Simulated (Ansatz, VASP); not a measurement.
**B26P26C (V_B-C_P) in two plane-wave programs**

One calculation is typed for both programs; each brings its own data sets. How far apart do they land? The cell is taken from a series of runs on this material, whose earlier steps may have relaxed, scaled, displaced or heated it; both programs get it as it stands.

Program: Ansatz 0.2.0. Level of theory: plane waves, with VASP 6.6.1 beside it; single point at r2SCAN. Results are calculated unless marked as measured.

### 1. The starting structure

The cell holds 53 atoms: 26 B, 26 P and 1 C. Cell: a = 9.623 Å, b = 9.623 Å, c = 9.623 Å, α = 60.0°, β = 60.0°, γ = 60.0°. It derives from BP (BP (F-43m)). Nearest the centre at fractional (0.625, 0.292, 0.625): C53 at 1.39 Å, B15 at 2.28 Å, B23 at 2.29 Å, B21 at 2.29 Å, P39 at 2.46 Å, P37 at 2.46 Å, P45 at 2.46 Å, P31 at 3.29 Å.

Coordinates:

```xyz
53
Lattice="0.0000 6.8046 6.8046 6.8046 0.0000 6.8046 6.8046 6.8046 0.0000" Properties=species:S:1:pos:R:3 pbc="T T T"
B     6.8058    6.8048    0.0085
B     2.2723    2.2765    0.0117
B     4.5528   11.3251    6.8286
B     2.2684    0.0132    2.2759
B     4.5463    2.2893    2.2650
B     6.7975    4.5438    2.2805
B    11.3428    6.8105    4.5503
B     6.8053    2.2736    4.5422
B     9.0742    4.5425    4.5558
B     0.0040    2.2767    2.2783
B     2.2675    4.5403    2.2754
B    11.3304    6.7988    9.0750
B     2.2569    2.2944    4.5494
B     4.5259    4.5373    4.5330
B     6.6282    6.9160    4.6474
B    11.3368    9.0786    6.8130
B     6.8083    4.5453    6.8162
B     9.0523    6.8261    6.8280
B     0.0215    4.5288    4.5500
B     9.0689    6.7987   11.3376
B     4.6428    8.9013    4.6473
B     2.2735    4.5462    6.7985
B     4.6433    6.9165    6.6337
B     4.5452    4.5413    9.0806
B     6.8204    6.8203    9.0686
B     9.0753    9.0711    9.0847
P     3.3983    3.3917    3.4059
P     5.6661    5.6831    3.4175
P     7.9027    7.9511    3.4477
P     5.6681    3.4109    5.6760
P     7.8999    5.7155    5.6844
P    10.1919    7.9463    5.6787
P     7.9376    3.4060    7.9444
P    10.2019    5.6700    7.9336
P    12.4730    7.9412    7.9480
P     3.4118    5.6847    5.6749
P     7.9335   10.2046    5.6977
P     5.6766    5.7151    7.9091
P     7.9238    7.9707    7.9466
P    10.2028   10.2177    7.9496
P     7.9237    5.6709   10.2103
P    10.2145    7.9388   10.2218
P    12.4828   10.1753   10.2523
P     3.4421    7.9496    7.9093
P     5.6972   10.1959    7.9475
P     7.9445   12.4752    7.9496
P     5.6695    7.9426   10.2052
P     7.9447   10.2178   10.2150
P    10.2065   12.4793   10.2145
P     7.9424    7.9409   12.4806
P    10.2470   10.1728   12.4892
P    12.4782   12.4641   12.4837
C     5.4343    7.7073    5.4396
```

### 2. VASP: single point, r2SCAN, pair 1

With cell and atoms fixed, the geometry can't cause a difference; cores, projectors, grids and the points listed under the comparison can.

Lines of VASP's logs that name or quote its potential files are left out, and so is its time.

INCAR reads:

```
SYSTEM = B26P26C
PREC = Accurate
ENCUT = 580
EDIFF = 1E-06
NELM = 120
ISMEAR = -1
SIGMA = 0.01
LREAL = Auto
ALGO = Normal
METAGGA = R2SCAN
LASPH = .TRUE.
NBANDS = 144
LORBIT = 11
LWAVE = .FALSE.
LCHARG = .FALSE.
ISIF = 2
ISYM = 0
GGA_COMPAT = .FALSE.
LMIXTAU = .TRUE.
KPAR = 4
```

POSCAR reads:

```
B26P26C
1.0
    0.0000000000      6.8045562257      6.8045562257
    6.8045562257      0.0000000000      6.8045562257
    6.8045562257      6.8045562257      0.0000000000
B P C
26 26 1
Direct
    0.0005540686      0.0006934165      0.9994822971
    0.0011651993      0.0005487353      0.3333925900
    0.9993929264      0.0041352816      0.6649409055
    0.0015180186      0.3329501282      0.0004182142
    0.0005865405      0.3322809115      0.3358522647
    0.0019628887      0.3331756504      0.6657928952
    0.0013276710      0.6673868939      0.9995520535
    0.0007710082      0.6667499274      0.3333580911
    0.0017635899      0.6677532380      0.6657986793
    0.3344112404      0.0004030091      0.0001787480
    0.3341956897      0.0001917776      0.3330478919
    0.3338427559      0.9998175685      0.6653077153
    0.3370412693      0.3315376908      0.0001429968
    0.3339231963      0.3322468426      0.3328808010
    0.3626393652      0.3203467073      0.6537399662
    0.3346861196      0.6665499591      0.9995047187
    0.3345750282      0.6671353592      0.3334094313
    0.3381423677      0.6653078084      0.6650213617
    0.6655388481      0.0031357349      0.0000170962
    0.6662790577      0.9998947355      0.3328668598
    0.6544050097      0.0285707771      0.6537361447
    0.6665514841      0.3325621745      0.0015590359
    0.6544790126      0.3204061513      0.3619727772
    0.6669597561      0.6675341632      0.0004355726
    0.6663574484      0.6663701985      0.3359575189
    0.6672368803      0.6678538296      0.6658598749
    0.2497797367      0.2507468729      0.2486649525
    0.2523595739      0.2498726440      0.5828236524
    0.2568923848      0.2497836761      0.9116044187
    0.2512181536      0.5829360205      0.2500497688
    0.2571811497      0.5782050427      0.5827671292
    0.2522640992      0.5822830036      0.9155258702
    0.2507698801      0.9167410583      0.2497731541
    0.2499625216      0.9159621259      0.5833059676
    0.2510228942      0.9170112485      0.9160231931
    0.5840015668      0.2499799507      0.2514185260
    0.5855476066      0.2517856644      0.9141295741
    0.5839906164      0.5783331057      0.2559006595
    0.5873595318      0.5804703520      0.5840127490
    0.5852260665      0.5830496986      0.9163635170
    0.5847212274      0.9157942342      0.2486824719
    0.5838794448      0.9183240183      0.5828073662
    0.5837865017      0.9228960067      0.9115844238
    0.9123933067      0.2499666707      0.2558790700
    0.9145471892      0.2534249635      0.5838409388
    0.9170502291      0.2512205637      0.9163051412
    0.9169065488      0.5828571804      0.2503359085
    0.9176272572      0.5835671352      0.5839824334
    0.9175721192      0.5835594258      0.9163940606
    0.9169709591      0.9171841219      0.2500333960
    0.9122514270      0.9231623390      0.5827464866
    0.9162666656      0.9183439888      0.9154617849
    0.5667243880      0.2326790114      0.5659423421
```

KPOINTS reads:

```
Points of the shifted mesh
8
Reciprocal
 0.2500000000  0.2500000000  0.2500000000 1
 0.2500000000  0.2500000000  0.7500000000 1
 0.2500000000  0.7500000000  0.2500000000 1
 0.2500000000  0.7500000000  0.7500000000 1
 0.7500000000  0.2500000000  0.2500000000 1
 0.7500000000  0.2500000000  0.7500000000 1
 0.7500000000  0.7500000000  0.2500000000 1
 0.7500000000  0.7500000000  0.7500000000 1
```

Potentials, in the order of the species: B, P and C (PBE family, release 64).

Started as:

```console
> mpirun -np 8 vasp_std
```

Numbers of over 12 decimals in the logs are rounded to 6 here.

Log:

```text
[banner, memory and clock lines left out]
running    8 mpi-ranks, on    1 nodes
[...]
|                                                                             |
|           W    W    AA    RRRRR   N    N  II  N    N   GGGG   !!!           |
|           W    W   A  A   R    R  NN   N  II  NN   N  G    G  !!!           |
|           W    W  A    A  R    R  N N  N  II  N N  N  G       !!!           |
|           W WW W  AAAAAA  RRRRR   N  N N  II  N  N N  G  GGG   !            |
|           WW  WW  A    A  R   R   N   NN  II  N   NN  G    G                |
|           W    W  A    A  R    R  N    N  II  N    N   GGGG   !!!           |
|                                                                             |
|     For optimal performance we recommend to set                             |
|       NCORE = 2 up to number-of-cores-per-socket                            |
|     NCORE specifies how many cores store one orbital (NPAR=cpu/NCORE).      |
|     This setting can greatly improve the performance of VASP for DFT.       |
[...]
|               ----> ADVICE to this user running VASP <----                  |
|                                                                             |
|     You enforced a specific xc type in the INCAR file but a different       |
|     [... a line on the potential file left out ...]
|     I HOPE YOU KNOW WHAT YOU ARE DOING!                                     |
|                                                                             |

 LDA part: xc-table for (None), standard interpolation
 POSCAR, INCAR and KPOINTS ok, starting setup
[...]
entering main loop
       N       E                     dE             d eps       ncg     rms          rms(c)
DAV:   1     0.630002875552E+03    0.63000E+03   -0.10288E+05  2304   0.148E+03
DAV:   2    -0.432219070476E+03   -0.10622E+04   -0.10045E+04  2792   0.242E+02
DAV:   3    -0.503790810224E+03   -0.71572E+02   -0.70356E+02  2824   0.583E+01
DAV:   4    -0.505480551692E+03   -0.16897E+01   -0.16751E+01  2848   0.945E+00
[...]
DAV:  17    -0.455184408485E+03   -0.41047E-04   -0.56482E-05  2544   0.261E-02    0.805E-03
DAV:  18    -0.455184433780E+03   -0.25295E-04   -0.19224E-05  2664   0.146E-02    0.191E-02
DAV:  19    -0.455184433837E+03   -0.57455E-07   -0.10076E-06  1680   0.286E-03
   1 F= -.45518443E+03 E0= -.45517927E+03  d E =-.103187E-01
```

From OUTCAR (step 2):

```text
  Total      -11.9347175    -12.1128697    -10.8013417      4.0026372      2.9376727      2.7890930
  in kB      -30.3454309    -30.7984040    -27.4636888     10.1771785      7.4693803      7.0915988
  external PRESSURE =     -29.5358412 kB  Pullay stress =       0.0000000 kB

 POSITION                                       TOTAL-FORCE (eV/Angst)
 -----------------------------------------------------------------------------------
      6.80575      6.80480      0.00849         0.000188     -0.054782     -0.009063
      2.27232      2.27652      0.01166         0.034610     -0.025619     -0.023426
      4.55277     11.32505      6.82856         0.188364     -0.184142     -0.518326
      2.26842      0.01318      2.27591         0.068855     -0.113213      0.050158
      4.54635      2.28932      2.26502         0.194867     -0.541667     -0.188815
      6.79754      4.54378      2.28047         0.463477     -0.175699     -0.166137
     11.34278      6.81054      4.55031        -0.083915     -0.084342     -0.084089
      6.80529      2.27360      4.54218        -0.002727     -0.002757     -0.074993
      9.07423      4.54246      4.55576         0.060683      0.063074     -0.118253
      0.00396      2.27674      2.27826        -0.024553     -0.021022      0.024481
      2.26755      4.54030      2.27536        -0.054555     -0.051025     -0.055147
     11.33044      6.79878      9.07497         0.072727      0.073042     -0.023590
      2.25694      2.29439      4.54938        -0.228331     -0.573895      0.263667
      4.52590      4.53731      4.53299         0.077307     -0.019318      0.074992
[...]
-----------------------------------------------------------------------------------
    total drift:                               -0.006604      0.033561      0.001072

  FREE ENERGIE OF THE ION-ELECTRON SYSTEM (eV)
  ---------------------------------------------------
  free  energy   TOTEN  =      -455.1844338373 eV

  energy  without entropy=     -455.1741150943  energy(sigma->0) =     -455.17927447

[... 2 further parts left out ...]
```

The run ends at a pressure of -2.95 GPa, with forces up to 0.76 eV/Å.

### 3. Ansatz: single point, r2SCAN, pair 1

Ansatz runs on its PAW soft_1 files.

The same cell, functional, mesh and smearing now go to Ansatz.

input.yaml reads:

```yaml
crystal:
  checkpoint: "../qm2_M2.relax.run"
  host: checkpoint
basis:
  ecutwfc: 500
  xc_grid: 2
hamiltonian:
  xc: r2scan
  pseudopotentials: { kind: paw, azcp: { folder: soft_1 } }
kpoints:
  mp_grid: { grid: [2, 2, 2], shift: [0.5, 0.5, 0.5] }
scf:
  occupations: { method: fermi_dirac, width: 0.01 }
  max_iter: 80
output:
  forces: true
  eigenvalues: true
  charged_corrections: { defect_position: [0.625, 0.291667, 0.625] }
checkpoint:
  read: "../qm2_M2.relax.run"
  write: "../qm2_M2.point_neutral.run"
  compress: false
  write_wavefunctions: false
  write_every: 100000
```

Started as:

```console
> ansatz run input.yaml --threads 4 --pin off --max-ram 7536MiB --backend cpu --events-out ev --progress --plain --runs-dir out
```

Log:

```text
Warning: checkpoint.read: spin treatment differs: saved collinear, current unpolarized; the saved charge density seeds this run and the saved magnetisation is not carried: this deck is unpolarised; the saved density holds an absolute magnetisation of 2.2e0 μB; saved orbitals and DFT+U occupations are not carried; the saved kinetic-energy density and PAW projector densities are carried summed over spin
checkpoint.read: the saved state was converged at a total charge of -2 e, and this run's is 0 e: a saved density that it takes is scaled to its electron count
crystal.checkpoint: the structure is that of <dir>, a `relax` run, at its step 10: its result, under r2scan at a charge of -2 e; 53 atoms read, 0 with a starting moment; this deck's charge is 0 e; crystal.structure_sha256 for this input is
Engine: ansatz 0.2.0, aarch64-unknown-linux-gnu
Pseudopotentials: kind: paw
Pseudopotential: B, paw, valence charge 3, recommended cutoff 500 eV (meta_gga), soft_1/B.paw.azcp
Pseudopotential: P, paw, valence charge 5, recommended cutoff 500 eV (meta_gga), soft_1/P.paw.azcp
Pseudopotential: C, paw, valence charge 4, recommended cutoff 500 eV (meta_gga), soft_1/C.paw.azcp
Functional definition: r2SCAN
  parameter k0 = 0.174
  parameter k1 = 0.065
  parameter a1 = 4.9479
  exchange = r2scan_x(k0 = k0, k1 = k1, a1 = a1)
  correlation = r2scan_c
Crystal: 53 atoms, lattice volume = 630.129 Å³
Basis set: ecut = 500 eV, 16049 PW (Γ), exchange–correlation on 144×144×144 points (8 copies of the dense FFT grid, shifted against one another)
Bands: 159, of which v1, the nominal top of the filled ones, is band 106 counted from 1 (105 counted from 0)
Symmetry: 1 space group operations
Space group: P1 (ITA 1), of the structure as read, at distance tolerance 8.6e-5 Å
k-points: 4 of 8 (time reversal used)
Non-local potential: B, projectors of the file, l = 0: 2, l = 1: 2, l = 2: 1
Non-local potential: P, projectors of the file, l = 0: 2, l = 1: 2, l = 2: 1
Non-local potential: C, projectors of the file, l = 0: 2, l = 1: 2, l = 2: 1
PAW form: soft (Blöchl's): semilocal exchange-correlation on the pseudo side does not see the compensation charge
PAW frozen core: B, regenerated for the run's functional (the file was generated under x = pbe(κ = 0.804, μ = 0.219515), c = pbe(β = 0.066725))
PAW frozen core: P, regenerated for the run's functional (the file was generated under x = pbe(κ = 0.804, μ = 0.219515), c = pbe(β = 0.066725))
PAW frozen core: C, regenerated for the run's functional (the file was generated under x = pbe(κ = 0.804, μ = 0.219515), c = pbe(β = 0.066725))
PAW one-centre angular grid: B, 302 points (default); XC on 223 of its mesh's 2233 points in the sphere
PAW one-centre angular grid: P, 302 points (default); XC on 160 Gauss nodes
PAW one-centre angular grid: C, 302 points (default); XC on 219 of its mesh's 2255 points in the sphere
Initial density: read from a saved state, or passed on in memory by an earlier SCF of this step, an earlier step, the calling program or the single point that the run made first
Initial wavefunctions: pseudopotential atomic-orbital guess
Functional: x = r2scan, c = r2scan; τ floored in thin density (d = 2e-4 eV/Å³)
iter 1 solved again at ethr=1.10e-3 eV; its pass at ethr=3.10e-3 eV (dr2=2.32e0 eV) is discarded
SCF iter   1: F=—  HF=-24081.184244 eV  |F-HF|=—  |Δ(HF+E_count)|=         —  Δρ=9.41e-3  dr2=2.35e0  dr2_τ=1.84e-2  ethr=1.10e-3  ⟨swp⟩=3.8  Hψ=4192  notcnv=0
preconditioner: auto → Resta (q_TF=auto, 2.275 Å⁻¹)  ε∞=4.7  [insulator: Δε(μ)=0.078 eV  Ē_g=11.231 eV  σ=0.010 eV  W_gap=0.96  n_scr=136 (ndim 8)  ℏωp=21.5 eV  f_vac=0.000  D(μ)=3.15/eV (n_scr^D=14)  ε∞_Penn≈4.7]
SCF iter   2: F=—  HF=-24080.775015 eV  |F-HF|=—  |Δ(HF+E_count)|=   4.09e-1  Δρ=5.87e-3  dr2=4.66e-1  dr2_τ=8.69e-3  ethr=1.10e-3  ⟨swp⟩=6.2  Hψ=1158  notcnv=0
preconditioner: auto → Kerker (q_TF=auto, 2.275 Å⁻¹)  [metal: Δε(μ)=0.004 eV  Ē_g=11.228 eV  σ=0.010 eV  W_gap=0.10  n_scr=136 (ndim 8)  ℏωp=21.5 eV  f_vac=0.000  D(μ)=26.23/eV (n_scr^D=228)]
SCF iter   3: F=—  HF=-24080.720318 eV  |F-HF|=—  |Δ(HF+E_count)|=   5.47e-2  Δρ=2.57e-3  dr2=1.09e-1  dr2_τ=8.55e-3  ethr=2.20e-4  ⟨swp⟩=3.0  Hψ=937  notcnv=0  defer=113
preconditioner: auto → Resta (q_TF=auto, 2.275 Å⁻¹)  ε∞=4.7  [insulator: Δε(μ)=0.929 eV  Ē_g=11.227 eV  σ=0.010 eV  W_gap=0.55  n_scr=136 (ndim 8)  ℏωp=21.5 eV  f_vac=0.000  D(μ)=33.07/eV (n_scr^D=330)  ε∞_Penn≈4.7]
SCF iter   4: F=—  HF=-24080.701475 eV  |F-HF|=—  |Δ(HF+E_count)|=   1.88e-2  Δρ=2.18e-3  dr2=8.13e-2  dr2_τ=2.73e-3  ethr=5.16e-5  ⟨swp⟩=3.8  Hψ=801  notcnv=0  defer=27
automatic band count: iteration 4 solves 123 bands in place of 159: the levels show a gap, and the empty bands left out lie too high to hold charge; the band table lists the bands solved (type scf.n_extra_bands for more)
[...]
SCF iter  14: F=-24080.695861 eV  HF=-24080.695861 eV  |F-HF|=2.89e-9  |Δ(HF+E_count)|=   6.13e-9  Δρ=4.53e-7  dr2=3.60e-9  dr2_τ=2.27e-11  ethr=4.72e-11  ⟨swp⟩=13.8  Hψ=1787  notcnv=0
SCF 1 converged in 14 iterations: F = -24080.695861 eV  dr2 = 3.60e-9
  greatest PAW one-centre occupation: 0.780 electrons in one spin orbital (limit 2), on the P atom at site 23 (counted from 0), in its partial waves of l = 0
SCF converged after 14 iterations
Free energy (F): -24080.695861 eV
Harris-Foulkes:  -24080.695861 eV  (|F-HF|=2.89e-9)
Internal energy: -24080.685565 eV  (E = F + TS)
E sigma→0 (E₀):  -24080.690713 eV
Entropy (-TS):   -0.010296 eV (-0.194 meV/atom)
Fermi energy:    9.204833 eV
--- Per-component energies (eV) ---
  E_band       = 438.790988
  E_kinetic    = 3193.798691
  E_local      = -1792.148814  (includes V_loc(G=0)·N_el)
  E_nonlocal   = 1034.723916
  E_hartree    = 512.282513
  E_xc         = -2673.552243
  E_vxc        = -2881.230512  (∫ρ·V_xc dr)
  E_paw        = -16886.610365  (= ΣΔE_a)
  E_vpaw       = -272.549906  (= ΣTr[D̂ρ^β])
  E_aug_tail   = 0.000008  (compensation charges beyond the density's cutoff)
  E_vtau       = 131.632279  (kinetic-family band-sum trace: ∫τ·v_τ [+ j·A + Jᵃ·Aᵃ] dr)
  E_ewald      = -7466.313101
  E_core_change = -2.866170  (= ΣΔE_core)
  E_smearing   = -0.010296  (= −TS)
  E_closure    = -0.000000  (closes the sum)
  Σ components = -24080.695861   (vs F -24080.695861, Δ=0.00e0)
--- Forces (eV/Å), atoms counted from 1 ---
  atom   1  B      0.00009935    -0.05409110    -0.00917260
  atom   2  P      0.00367648     0.67986850    -0.05180003
  atom   3  B      0.03027760    -0.02514493    -0.02344592
  atom   4  P     -0.70303344    -0.09752477    -0.10799566
  atom   5  B      0.18732350    -0.18360631    -0.51232002
  atom   6  P     -0.10953315     0.07335320    -0.26553903
  atom   7  B      0.06506461    -0.10667686     0.04965777
  atom   8  P      0.06711509    -0.05816025     0.08378800
  atom   9  B      0.19050952    -0.53285777    -0.18623158
  atom  10  P     -0.09827080    -0.25858436     0.08027763
  atom  11  B      0.45534623    -0.17169279    -0.16609121
  atom  12  P      0.23026462     0.06274552     0.05425565
  atom  13  B     -0.08429036    -0.08461828    -0.08325013
  atom  14  P     -0.02102144    -0.02156489    -0.01970194
  atom  15  B     -0.00374396    -0.00258147    -0.07266476
  atom  16  P     -0.00839987    -0.00122766     0.60553323
  atom  17  B      0.06012798     0.06243743    -0.11212836
  atom  18  P      0.06704525     0.06487319    -0.03921601
  atom  19  B     -0.02277435    -0.02271261     0.02014893
  atom  20  P     -0.10438927    -0.10451502    -0.74007060
  atom  21  B     -0.05149969    -0.05093818    -0.05260201
  atom  22  C     -0.43413426    -0.43428465    -0.43508550
  atom  23  B      0.06998714     0.07062776    -0.02645640
  atom  24  P      0.45375744     0.45299362    -0.21470206
[...]
atom  46  P     -0.03907104    -0.03960767     0.22874384
  atom  47  P      0.02005016     0.01740158     0.03274922
  atom  48  B     -0.10767061     0.06734847     0.04891950
  atom  49  P     -0.05604015     0.06437723     0.08457549
  atom  50  B     -0.52966278     0.18279425    -0.18134490
  atom  51  P     -0.25830579    -0.09883779     0.07945358
  atom  52  B     -0.17056087     0.45086709    -0.16557837
  atom  53  P      0.06006602     0.22980972     0.05368430
  max |Σ_I F_I| component: 4.71e-3 eV/Å
--- Band table (eV) ---
  k-point 0: bands = [... 102 lower, 7.6897, 8.3658, 8.3666, 9.2132, 9.4480, 9.4734, 10.8408, 10.8455, ... 13 higher]
  k-point 1: bands = [... 102 lower, 7.5986, 7.7490, 8.1404, 8.2164, 9.2352, 9.5436, 10.7938, 11.5631, ... 13 higher]
  k-point 2: bands = [... 102 lower, 7.6040, 7.7502, 8.1332, 8.2151, 9.2111, 9.5460, 10.7971, 11.5681, ... 13 higher]
  k-point 3: bands = [... 102 lower, 7.6034, 7.7504, 8.1342, 8.2157, 9.2131, 9.5458, 10.7968, 11.5676, ... 13 higher]
```

### 4. Comparison

Known differences besides the potentials themselves: VASP keeps PBE cores, Ansatz makes them for the functional; the cutoff is 500 eV in Ansatz and 580 eV in VASP (PREC = Accurate, projectors in real space). Total energies have different zeros and are not compared.

Forces on 10 of the 53 atoms, those with the largest forces and the largest differences (eV/Å; atoms numbered as in POSCAR):

```csv
atom,"Ansatz x, y, z","VASP x, y, z"
B15,"0.433, 0.276, 0.284","0.469, 0.244, 0.256"
B21,"0.276, 0.431, 0.284","0.245, 0.466, 0.253"
B23,"0.282, 0.281, 0.447","0.255, 0.250, 0.484"
P28,"-0.703, -0.098, -0.108","-0.714, -0.101, -0.111"
P36,"-0.104, -0.105, -0.740","-0.109, -0.106, -0.749"
P37,"0.454, 0.453, -0.215","0.470, 0.477, -0.240"
P39,"0.477, -0.160, 0.430","0.498, -0.184, 0.453"
P42,"-0.097, -0.699, -0.107","-0.100, -0.709, -0.110"
P45,"-0.169, 0.476, 0.431","-0.194, 0.500, 0.453"
C53,"-0.434, -0.434, -0.435","-0.429, -0.431, -0.431"
```

The forces differ by 10 meV/Å r.m.s., which is 4.1 % of the r.m.s. force of 0.254 eV/Å (both taken over all components).

(Part 1 of 2 ends here.)

[Lines on the potential files, build, host, timing and source positions are cut from VASP's logs without a mark.]

[Logs are printed without paths, hosts, clocks, repeated set-up lines and the standing remarks that a program may print on its own settings, such as how far it seeks lower states.]

[Hosts, paths, dates, database ids (printed as entryN), source tags and the programs' standing remarks are cut or masked in the printed files.]
